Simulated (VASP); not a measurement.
# ScAl3 (Pm-3m) in VASP: further runs, part 2 of 3

VASP 6.6.1. Earlier steps stand in the parts before.

### Step 3. Relaxation of the atoms, PBE (a relaxed cell with its volume scaled by 1.04)

Contents of INCAR:

```
PREC = Accurate ; ENCUT = 600
EDIFF = 1E-7 ; ISMEAR = 1
SIGMA = 0.1 ; LREAL = False
LASPH = True ; NELM = 80
ALGO = Normal ; ISIF = 2
LWAVE = False ; LCHARG = False
GGA = PE ; IBRION = 2
NSW = 40 ; EDIFFG = -0.01
```

Contents of KPOINTS:

```
regular mesh
0
Gamma
  10 10 10
```

Contents of POSCAR:

```
ScAl3                                   
1.0
    4.1592948437      0.0000000000      0.0000000000
    0.0000000000      4.1592948437      0.0000000000
    0.0000000000      0.0000000000      4.1592948437
  Sc              Al            
     1     3
Direct
     0.0000000000000000    0.0000000000000000    0.0000000000000000
     0.5000000000000000    0.0000000000000000    0.5000000000000000
     0.0000000000000000    0.5000000000000000    0.5000000000000000
     0.5000000000000000    0.5000000000000000    0.0000000000000000
```

Potentials or basis: VASP PAW PBE potentials, release 64 (Sc_sv, Al).

The run is started by

```console
> cat potpaw_PBE.64/Sc_sv/POTCAR potpaw_PBE.64/Al/POTCAR > POTCAR
> mpirun -np 1 vasp_std > vasp.out
```

OUTCAR:

```text
PREC = Accurate
   ENCUT = 600
   EDIFF = 1E-7
   ISMEAR = 1
   LREAL = False
   LASPH = True
   NELM = 80
   ISIF = 2
   GGA = PE
   IBRION = 2
   NSW = 40
   EDIFFG = -0.01

 ion  position               nearest neighbor table
   1  0.000  0.000  0.000-   2 2.94   3 2.94   4 2.94   2 2.94   3 2.94   3 2.94   4 2.94   3 2.94
                             2 2.94   4 2.94   2 2.94   4 2.94
   2  0.500  0.000  0.500-   1 2.94   3 2.94   4 2.94   1 2.94   4 2.94   3 2.94   4 2.94   4 2.94
                             1 2.94   3 2.94   1 2.94   3 2.94
   3  0.000  0.500  0.500-   1 2.94   2 2.94   4 2.94   1 2.94   4 2.94   1 2.94   2 2.94   1 2.94
                             2 2.94   4 2.94   4 2.94   2 2.94
   4  0.500  0.500  0.000-   1 2.94   2 2.94   3 2.94   2 2.94   3 2.94   1 2.94   2 2.94   2 2.94
                             1 2.94   3 2.94   3 2.94   1 2.94

  LATTYP: Found a simple cubic cell.
 ALAT       =     4.1592948437

  Lattice vectors:

 A1 = (   4.1592948437,   0.0000000000,   0.0000000000)
 A2 = (   0.0000000000,   4.1592948437,   0.0000000000)
 A3 = (   0.0000000000,   0.0000000000,   4.1592948437)

Analysis of symmetry for initial positions (statically):
=====================================================================
 Subroutine PRICEL returns:
 Original cell was already a primitive cell.

 Routine SETGRP: Setting up the symmetry group for a
 simple cubic supercell.

 Subroutine GETGRP returns: Found 48 space group operations
 (whereof 48 operations were pure point group operations)
 out of a pool of 48 trial point group operations.

The static configuration has the point symmetry O_h .

Analysis of symmetry for dynamics (positions and initial velocities):
=====================================================================
 Subroutine PRICEL returns:
 Original cell was already a primitive cell.

 Routine SETGRP: Setting up the symmetry group for a
 simple cubic supercell.

 Subroutine GETGRP returns: Found 48 space group operations
 (whereof 48 operations were pure point group operations)
 out of a pool of 48 trial point group operations.

The dynamic configuration has the point symmetry O_h .

 Subroutine INISYM returns: Found 48 space group operations
 (whereof 48 operations are pure point group operations),
 and found     1 'primitive' translations

----------------------------------------------------------------------------------------

                                     Primitive cell

  volume of cell :      71.9547

  direct lattice vectors                    reciprocal lattice vectors
     4.159294844  0.000000000  0.000000000     0.240425370  0.000000000  0.000000000
     0.000000000  4.159294844  0.000000000     0.000000000  0.240425370  0.000000000
     0.000000000  0.000000000  4.159294844     0.000000000  0.000000000  0.240425370

  length of vectors
     4.159294844  4.159294844  4.159294844     0.240425370  0.240425370  0.240425370

  position of ions in fractional coordinates (direct lattice)
     0.000000000  0.000000000  0.000000000
     0.500000000  0.000000000  0.500000000
     0.000000000  0.500000000  0.500000000
     0.500000000  0.500000000  0.000000000

  ion indices of the primitive-cell ions
   primitive index   ion index
                 1           1
                 2           2
                 3           3
                 4           4

[... 60 lines left out ...]
   NGXF,Y,Z  is equivalent  to a cutoff of  28.78, 28.78, 28.78 a.u.
 SYSTEM =  unknown system
   PREC   = accura    normal or accurate (medium, high low for compatibility)
   ISTART =      0    job   : 0-new  1-cont  2-samecut
   ICHARG =      2    charge: 1-file 2-atom 10-const
   ISPIN  =      1    spin polarized calculation?
   LNONCOLLINEAR =      F non collinear calculations
   LSORBIT =      F    spin-orbit coupling
   LASPH  =      T    aspherical Exc in radial PAW
   ENCUT  =  600.0 eV  44.10 Ry    6.64 a.u.   8.31  8.31  8.31*2*pi/ulx,y,z
   NELM   =     80;   NELMIN=  2; NELMDL= -5     # of ELM steps
   EDIFF  = 0.1E-06   stopping-criterion for ELM
   LREAL  =      F    real-space projection
   EDIFFG = -.1E-01   stopping-criterion for IOM
   NSW    =     40    number of steps for IOM
   IBRION =      2    ionic relax: 0-MD 1-quasi-New 2-CG
   NFREE  =      1    steps in history (QN), initial steepest desc. (CG)
   ISIF   =      2    stress and relaxation
   ISYM   =      2    0-nonsym 1-usesym 2-fastsym
   POTIM  = 0.5000    time-step for ionic-motion
   TEBEG  =    0.0;   TEEND  =   0.0 temperature during run
   PSTRESS=    0.0 pullay stress
   NELECT =      20.0000    total number of electrons
   NUPDOWN=      -1.0000    fix difference up-down
   EMIN   =  10.00;   EMAX   =-10.00  energy-range for DOS
   EFERMI =   0.00;   METHOD = LEGACY
   ISMEAR =     1;   SIGMA  =   0.10  broadening in eV -4-tet -1-fermi 0-gaus
   EFERMI_NEDOS =   21; number of points for ismear=-14 and -15
   IALGO  =     38    algorithm
   IMIX   =      4    mixing-type and parameters
     AMIX     =   0.40;   BMIX     =  1.00
     AMIX_MAG =   1.60;   BMIX_MAG =  1.00
  volume/ion in A,a.u.               =      17.99       121.39
  Fermi-wavevector in a.u.,A,eV,Ry     =   1.068395  2.018974 15.530609  1.141468
  Thomas-Fermi vector in A             =   2.204042
   LORBIT       =      0    0 simple, 1 ext, 2 COOP (PROOUT), +10 PAW based schemes
   GGA     = PE    functional components
   LHFCALC =     F    Hartree Fock is set to
   AEXX    =    0.0000 exact exchange contribution
   IVDW    =     0    specifies the selected vdW correction
   LEPSILON=     F    determine dielectric tensor
   LRPA    =     F    only Hartree local field effects (RPA)
 conjugate gradient relaxation of ions
 non-spin polarized calculation
 Methfessel and Paxton  Order N= 1 SIGMA  =   0.10
  energy-cutoff  :      600.00
  volume of cell :       71.95
 maximum number of plane-waves:      2469
 NGX is ok and might be reduce to    36
   NGX = 17   NGY = 17   NGZ = 17

 number of electron      19.9999997 magnetization

 Free energy of the ion-electron system (eV)
  ---------------------------------------------------
  ext. energy  EPLUGINS =         0.00000000
  ---------------------------------------------------
  free energy    TOTEN  =       -19.27049591 eV

  energy without entropy =      -19.27032958  energy(sigma->0) =      -19.27044047

 E-fermi :   6.8232     XC(G=0): -10.2171

 val. band max:        6.7839622020   @ k =   0.2000   0.2000   0.1000
 cond. band min:       6.8399274933   @ k =   0.4000   0.1000   0.1000
 fundamental gap:      0.0559652913
 Fermi energy:         6.8232133183

 k-point     1 :       0.0000    0.0000    0.0000
  band No.  band energies     occupation
      1     -42.3373      2.00000
      2     -21.0221      2.00000
      3     -21.0221      2.00000
      4     -21.0221      2.00000
      5      -2.9478      2.00000
      6       4.2485      2.00000
      7       4.2485      2.00000
      8       5.0278      2.00000
      9       5.0278      2.00000
     10       5.0278      2.00000
     11       8.0830     -0.00000
     12       8.0894     -0.00000
     13       8.0894     -0.00000
     14       8.0894     -0.00000
[... 377 lines left out ...]
      1     -42.3365      2.00000
      2     -21.0380      2.00000
      3     -21.0231      2.00000
      4     -21.0228      2.00000
      5      -2.0009      2.00000
      6       1.3919      2.00000
      7       3.9248      2.00000
      8       4.5417      2.00000
      9       5.7165      2.00000
     10       7.0407     -0.00872
     11       7.4459     -0.00000
     12       7.7267     -0.00000
     13       8.6876     -0.00000
     14       9.1931      0.00000

 [... further k-points ...]

------------------------ aborting loop because EDIFF is reached ----------------------------------------

  FORCE on cell =-STRESS in cart. coord.  units (eV):
  Direction    XX          YY          ZZ          XY          YZ          ZX
  --------------------------------------------------------------------------------------
  -------------------------------------------------------------------------------------
  Total       -1.3997092     -1.3997092     -1.3997092      0.0000000     -0.0000000      0.0000000
  in kB      -31.1665894    -31.1665894    -31.1665894      0.0000000     -0.0000000      0.0000000
  external PRESSURE =     -31.1665894 kB  Pullay stress =       0.0000000 kB

 VOLUME and BASIS-vectors are now :
 -----------------------------------------------------------------------------
  energy-cutoff  :      600.00
  volume of cell :       71.95
      direct lattice vectors                 reciprocal lattice vectors
     4.159294844  0.000000000  0.000000000     0.240425370  0.000000000  0.000000000
     0.000000000  4.159294844  0.000000000     0.000000000  0.240425370  0.000000000
     0.000000000  0.000000000  4.159294844     0.000000000  0.000000000  0.240425370

 POSITION                                       TOTAL-FORCE (eV/Angst)
 -----------------------------------------------------------------------------------
      0.00000      0.00000      0.00000         0.000000      0.000000      0.000000
      2.07965      0.00000      2.07965         0.000000      0.000000      0.000000
      0.00000      2.07965      2.07965         0.000000      0.000000      0.000000
      2.07965      2.07965      0.00000         0.000000      0.000000      0.000000
 -----------------------------------------------------------------------------------
    total drift:                                0.000000     -0.000000     -0.000000

  FREE ENERGIE OF THE ION-ELECTRON SYSTEM (eV)
  ---------------------------------------------------
  free  energy   TOTEN  =       -19.2704959107 eV

  energy  without entropy=      -19.2703295752  energy(sigma->0) =      -19.27044047

 reached required accuracy - stopping structural energy minimisation
```

It took 43 s on 1 thread of Intel Xeon Platinum 8488C (Sapphire Rapids), shared host; peak memory 0.25 GiB.

Results:

```yaml
Free_energy: -19.2705 eV
Pressure_after_relaxing: -3.1 GPa
Band_gap_on_the_k_mesh: none (metal or under the smearing width)
```

Final structure:
```
Sc Al
1.0
     4.15929    0.00000    0.00000
     0.00000    4.15929    0.00000
     0.00000    0.00000    4.15929
Sc Al
1 3
Direct
  0.00000 0.00000 0.00000
  0.50000 0.00000 0.50000
  0.00000 0.50000 0.50000
  0.50000 0.50000 0.00000
```

Levels at points of the mesh, in eV from the Fermi level:
```csv
k point,band 8,band 9,band 10,band 11,band 12,band 13
"(0.00, 0.00, 0.00)",-1.80,-1.80,-1.80,1.26,1.27,1.27
"(0.50, 0.00, 0.00)",-1.65,-1.38,0.57,0.92,0.92,1.35
"(0.50, 0.50, 0.00)",-4.24,-0.51,-0.51,1.18,1.31,1.97
"(0.50, 0.50, 0.50)",-4.30,-2.91,-2.91,-2.91,0.83,2.47
```

Caveat: the relaxation stopped at its first step, so nothing moved.

### Step 4. Relaxation of the atoms, PBE (a relaxed cell with its volume scaled by 1.06)

INCAR is that of step 3.

KPOINTS is that of step 3.

Changes to POSCAR since step 3:

```diff
@@ -2,5 +2,5 @@
 1.0
-    4.1592948437      0.0000000000      0.0000000000
-    0.0000000000      4.1592948437      0.0000000000
-    0.0000000000      0.0000000000      4.1592948437
+    4.1857878818      0.0000000000      0.0000000000
+    0.0000000000      4.1857878818      0.0000000000
+    0.0000000000      0.0000000000      4.1857878818
   Sc              Al
```

The run is started by

```console
> cat potpaw_PBE.64/Sc_sv/POTCAR potpaw_PBE.64/Al/POTCAR > POTCAR
> mpirun -np 1 vasp_std > vasp.out
```

Run time: 44 s. Hardware: 1 thread of Intel Xeon Platinum 8488C (Sapphire Rapids), shared host; peak memory 0.24 GiB.

Results (log left out):

```yaml
Free_energy: -19.2378 eV
Pressure_after_relaxing: -4.4 GPa
Band_gap_on_the_k_mesh: none (metal or under the smearing width)
```

Final structure:
```
Sc Al
1.0
     4.18579    0.00000    0.00000
     0.00000    4.18579    0.00000
     0.00000    0.00000    4.18579
Sc Al
1 3
Direct
  0.00000 0.00000 0.00000
  0.50000 0.00000 0.50000
  0.00000 0.50000 0.50000
  0.50000 0.50000 0.00000
```

Levels at points of the mesh, in eV from the Fermi level:
| k point | band 8 | band 9 | band 10 | band 11 | band 12 | band 13 |
| --- | --- | --- | --- | --- | --- | --- |
| (0.00, 0.00, 0.00) | -1.78 | -1.78 | -1.78 | 1.26 | 1.26 | 1.26 |
| (0.50, 0.00, 0.00) | -1.61 | -1.34 | 0.47 | 0.91 | 0.91 | 1.36 |
| (0.50, 0.50, 0.00) | -4.19 | -0.49 | -0.49 | 1.18 | 1.29 | 1.93 |
| (0.50, 0.50, 0.50) | -4.22 | -2.88 | -2.88 | -2.88 | 0.80 | 2.42 |

Caveat: the relaxation stopped at its first step, so nothing moved.

(Part 2 of 3 ends here.)
